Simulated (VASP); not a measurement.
# CaF2 (Fluorite) (Fm-3m) in VASP: further runs

One crystal, CaF2 (Fluorite), is run at these levels: LDA, PBE+D3(BJ); tasks: relaxation of cell and atoms, relaxation of the atoms.

Everything below comes from runs of VASP 6.6.1. Logs are shortened: lines on timing, memory, paths and dates and some standing lists are left out, and cuts for length are marked.

## 1. Starting point

It takes space group Fm-3m (No. 225, cubic). Conventional cell: a = 5.333 Å, b = 5.333 Å, c = 5.333 Å, α = 90.00°, β = 90.00°, γ = 90.00°. Ca (site symmetry m-3m) has 8 F at 2.31 Å as nearest neighbours. F (site symmetry -43m) is surrounded by 4 Ca at 2.31 Å.

## 2. Relaxation of cell and atoms, LDA

INCAR reads:

```
  ALGO = Normal
  EDIFF = 1E-7
  EDIFFG = -0.005
  ENCUT = 600
  IBRION = 2
  ISIF = 3
  ISMEAR = 0
  LASPH = True
  LCHARG = False
  LREAL = False
  LWAVE = False
  NELM = 80
  NSW = 90
  PREC = Accurate
  SIGMA = 0.03
```

KPOINTS reads:

```
k-points
0
Gamma
  8 8 8
```

POSCAR reads:

```
CaF2                                    
1.0
    0.0000000000      2.6664665292      2.6664665292
    2.6664665292      0.0000000000      2.6664665292
    2.6664665292      2.6664665292      0.0000000000
  Ca              F             
     1     2
Direct
     0.0000000000000000    0.0000000000000000    0.0000000000000000
     0.2500000000000000    0.2500000000000000    0.2500000000000000
     0.7500000000000000    0.7500000000000000    0.7500000000000000
```

Potentials or basis: VASP PAW LDA potentials, release 64 (Ca_sv, F).

On the command line:

```bash
> cat potpaw_LDA.64/Ca_sv/POTCAR potpaw_LDA.64/F/POTCAR > POTCAR
> mpirun -np 1 vasp_std > vasp.out
```

OUTCAR:

```text
EDIFF = 1E-7
   EDIFFG = -0.005
   ENCUT = 600
   IBRION = 2
   ISIF = 3
   ISMEAR = 0
   LASPH = True
   LREAL = False
   NELM = 80
   NSW = 90
   PREC = Accurate

 ion  position               nearest neighbor table
   1  0.000  0.000  0.000-   3 2.31   3 2.31   3 2.31   2 2.31   3 2.31   2 2.31   2 2.31   2 2.31

   2  0.250  0.250  0.250-   1 2.31   1 2.31   1 2.31   1 2.31
   3  0.750  0.750  0.750-   1 2.31   1 2.31   1 2.31   1 2.31

  LATTYP: Found a face centered cubic cell.
 ALAT       =     5.3329330584

  Lattice vectors:

 A1 = (   0.0000000000,   2.6664665292,   2.6664665292)
 A2 = (   2.6664665292,   0.0000000000,   2.6664665292)
 A3 = (   2.6664665292,   2.6664665292,   0.0000000000)

Analysis of symmetry for initial positions (statically):
=====================================================================
 Subroutine PRICEL returns:
 Original cell was already a primitive cell.

 Routine SETGRP: Setting up the symmetry group for a
 face centered cubic supercell.

 Subroutine GETGRP returns: Found 48 space group operations
 (whereof 48 operations were pure point group operations)
 out of a pool of 48 trial point group operations.

The static configuration has the point symmetry O_h .

Analysis of symmetry for dynamics (positions and initial velocities):
=====================================================================
 Subroutine PRICEL returns:
 Original cell was already a primitive cell.

 Routine SETGRP: Setting up the symmetry group for a
 face centered cubic supercell.

 Subroutine GETGRP returns: Found 48 space group operations
 (whereof 48 operations were pure point group operations)
 out of a pool of 48 trial point group operations.

The dynamic configuration has the point symmetry O_h .

 Subroutine INISYM returns: Found 48 space group operations
 (whereof 48 operations are pure point group operations),
 and found     1 'primitive' translations

----------------------------------------------------------------------------------------

                                     Primitive cell

  volume of cell :      37.9174

  direct lattice vectors                    reciprocal lattice vectors
     0.000000000  2.666466529  2.666466529    -0.187514073  0.187514073  0.187514073
[... 149 lines left out ...]

 VOLUME and BASIS-vectors are now :
 -----------------------------------------------------------------------------
  energy-cutoff  :      600.00
  volume of cell :       37.92
      direct lattice vectors                 reciprocal lattice vectors
     0.000000000  2.666466529  2.666466529    -0.187514073  0.187514073  0.187514073
     2.666466529  0.000000000  2.666466529     0.187514073 -0.187514073  0.187514073
     2.666466529  2.666466529  0.000000000     0.187514073  0.187514073 -0.187514073

 POSITION                                       TOTAL-FORCE (eV/Angst)
 -----------------------------------------------------------------------------------
      0.00000      0.00000      0.00000         0.000000      0.000000      0.000000
      1.33323      1.33323      1.33323         0.000000      0.000000      0.000000
      3.99970      3.99970      3.99970        -0.000000     -0.000000     -0.000000
 -----------------------------------------------------------------------------------
    total drift:                                0.000000     -0.000000      0.000000

  FREE ENERGIE OF THE ION-ELECTRON SYSTEM (eV)
  ---------------------------------------------------
  free  energy   TOTEN  =       -19.0118112289 eV

  energy  without entropy=      -19.0118112289  energy(sigma->0) =      -19.01181123

--------------------------------------- Ionic step        2  -------------------------------------------

 number of electron      23.9999996 magnetization

 Free energy of the ion-electron system (eV)
  ---------------------------------------------------
  ext. energy  EPLUGINS =         0.00000000
  ---------------------------------------------------
  free energy    TOTEN  =       -19.01181410 eV

  energy without entropy =      -19.01181410  energy(sigma->0) =      -19.01181410

 E-fermi :  -0.7548     XC(G=0): -10.7306

 val. band max:       -0.9603911302   @ k =   0.5000   0.5000   0.0000
 cond. band min:       6.3662416420   @ k =   0.0000   0.0000   0.0000
 fundamental gap:      7.3266327722
 Fermi energy:        -0.7548281160

 k-point     1 :       0.0000    0.0000    0.0000
  band No.  band energies     occupation
      1     -36.0712      2.00000
      2     -20.6719      2.00000
      3     -19.7371      2.00000
      4     -17.3094      2.00000
      5     -17.3094      2.00000
      6     -17.3094      2.00000
[... 433 lines left out ...]
      3     -20.4934      2.00000
      4     -17.4089      2.00000
      5     -17.1132      2.00000
      6     -16.7907      2.00000
[... 8 lines left out ...]
     15       9.2535      0.00000
     16       9.7132      0.00000

 [... further k-points ...]

------------------------ aborting loop because EDIFF is reached ----------------------------------------

  FORCE on cell =-STRESS in cart. coord.  units (eV):
  Direction    XX          YY          ZZ          XY          YZ          ZX
  --------------------------------------------------------------------------------------
  -------------------------------------------------------------------------------------
  Total       -0.0059347     -0.0059347     -0.0059347      0.0000000     -0.0000000      0.0000000
  in kB       -0.2505240     -0.2505240     -0.2505240      0.0000000     -0.0000000      0.0000000
  external PRESSURE =      -0.2505240 kB  Pullay stress =       0.0000000 kB

 VOLUME and BASIS-vectors are now :
 -----------------------------------------------------------------------------
  energy-cutoff  :      600.00
  volume of cell :       37.95
      direct lattice vectors                 reciprocal lattice vectors
     0.000000000  2.667335963  2.667335963    -0.187452952  0.187452952  0.187452952
     2.667335963  0.000000000  2.667335963     0.187452952 -0.187452952  0.187452952
     2.667335963  2.667335963  0.000000000     0.187452952  0.187452952 -0.187452952

 POSITION                                       TOTAL-FORCE (eV/Angst)
 -----------------------------------------------------------------------------------
      0.00000      2.66734      2.66734         0.000000     -0.000000     -0.000000
      1.33367      1.33367      1.33367        -0.000000     -0.000000     -0.000000
      4.00100      4.00100      4.00100         0.000000      0.000000      0.000000
 -----------------------------------------------------------------------------------
    total drift:                                0.000000      0.000000      0.000000

  FREE ENERGIE OF THE ION-ELECTRON SYSTEM (eV)
  ---------------------------------------------------
  free  energy   TOTEN  =       -19.0118140993 eV

  energy  without entropy=      -19.0118140993  energy(sigma->0) =      -19.01181410

 reached required accuracy - stopping structural energy minimisation
```

CONTCAR:

```text
CaF2
   1.00000000000000
     0.0000000000000000    2.6673359634071079    2.6673359634071079
     2.6673359634071079    0.0000000000000000    2.6673359634071079
     2.6673359634071079    2.6673359634071079    0.0000000000000000
  Ca              F
     1     2
Direct
     1.0000000000000000    0.0000000000000000    0.0000000000000000
     0.2500000000000000    0.2500000000000000    0.2500000000000000
     0.7500000000000000    0.7500000000000000    0.7500000000000000

  0.00000000E+00  0.00000000E+00  0.00000000E+00
  0.00000000E+00  0.00000000E+00  0.00000000E+00
  0.00000000E+00  0.00000000E+00  0.00000000E+00
```

Run time: 33 s. Hardware: 1 thread of Intel Xeon Platinum 8259CL at 2.50GHz (Skylake/Cascade Lake), shared host; peak memory 0.16 GiB.

Results:

- Free energy: -19.0118 eV
- Relaxed volume: 12.65 Å³/atom
- Relaxed cell: a = 3.772 Å, b = 3.772 Å, c = 3.772 Å, α = 60.00°, β = 60.00°, γ = 60.00°
- Space group after relaxing (to 0.05 Å): Fm-3m (No. 225)
- Energy gained by relaxing: 0.0 meV/atom
- Ionic steps: 2
- Pressure after relaxing: 0.0 GPa
- Band gap on the k mesh: 7.33 eV, indirect (least direct gap 7.60 eV)

Final structure:
```
Ca F
1.0
     0.00000    2.66734    2.66734
     2.66734    0.00000    2.66734
     2.66734    2.66734    0.00000
Ca F
1 2
Cartesian
  0.0000 2.6673 2.6673
  1.3337 1.3337 1.3337
  4.0010 4.0010 4.0010
```

A k mesh can miss the band edges. A hybrid or GW would open this gap; LDA tends to underestimate it.

## 3. Relaxation of cell and atoms, PBE+D3(BJ)

This run uses another cell than the first one, of 13.58 Å³/atom, 1.074 times its volume.

INCAR reads:

```
PREC = Accurate ; ENCUT = 600
EDIFF = 1E-6 ; ISMEAR = 0
SIGMA = 0.03 ; LREAL = F
LASPH = T ; NELM = 80
ALGO = Normal ; ISIF = 3
LWAVE = F ; LCHARG = F
GGA = PE ; IVDW = 12
IBRION = 2 ; NSW = 90
EDIFFG = -0.01
```

KPOINTS reads:

```
Automatic mesh
0
Gamma
  8 8 8
```

POSCAR reads:

```
CaF2
1.0
    0.0000000000      2.7310000000      2.7310000000
    2.7310000000      0.0000000000      2.7310000000
    2.7310000000      2.7310000000      0.0000000000
Ca F
1 2
Direct
    0.0000000000      0.0000000000      0.0000000000
    0.2500000000      0.2500000000      0.2500000000
    0.7500000000      0.7500000000      0.7500000000
```

Potentials or basis: VASP PAW PBE potentials, release 64 (Ca_sv, F).

On the command line:

```bash
> cat potpaw_PBE.64/Ca_sv/POTCAR potpaw_PBE.64/F/POTCAR > POTCAR
> mpirun -np 1 vasp_std > vasp.out
```

Wall time 18 s (1 thread of Intel Xeon 6975P-C (Granite Rapids), shared host); peak memory 0.19 GiB.

It converged, with:

| Quantity | Value |
| --- | --- |
| Free energy | -17.8034 eV |
| Relaxed volume | 13.67 Å³/atom |
| Relaxed cell | a = 3.871 Å, b = 3.871 Å, c = 3.871 Å, α = 60.00°, β = 60.00°, γ = 60.00° |
| Space group after relaxing (to 0.05 Å) | Fm-3m (No. 225) |
| Energy gained by relaxing | 0.1 meV/atom |
| Ionic steps | 2 |
| Pressure after relaxing | 0.0 GPa |
| Band gap on the k mesh | 7.24 eV, indirect (least direct gap 7.50 eV) |
| Dispersion energy per atom | -0.156 eV |

The path:
```csv
step,energy change (eV),largest force (eV/Å),pressure (GPa),volume (Å³)
1,0.0000,0.0000,0.53,40.74
2,-0.0004,0.0000,-0.05,41.00
```

Final structure:
```xyz
3
Lattice="0.0000 2.7369 2.7369 2.7369 0.0000 2.7369 2.7369 2.7369 0.0000" Properties=species:S:1:pos:R:3 pbc="T T T"
Ca    5.4738    2.7369    2.7369
F     1.3685    1.3685    1.3685
F     4.1054    4.1054    4.1054
```

Levels at points of the mesh, in eV from the valence-band top:
| k point | band 8 | band 9 | band 10 | band 11 | band 12 | band 13 | band 14 | band 15 | band 16 |
| --- | --- | --- | --- | --- | --- | --- | --- | --- | --- |
| (0.00, 0.00, 0.00) | -2.09 | -2.09 | -0.25 | -0.25 | -0.25 | 7.24 | 9.14 | 9.14 | 11.18 |
| (0.50, 0.00, 0.00) | -1.50 | -1.28 | -1.23 | -0.83 | -0.83 | 9.35 | 9.35 | 9.70 | 10.70 |
| (0.50, 0.50, 0.00) | -1.64 | -1.64 | -0.36 | -0.36 | 0.00 | 8.10 | 9.48 | 10.05 | 10.82 |

(Continued in part 2 of 2.)
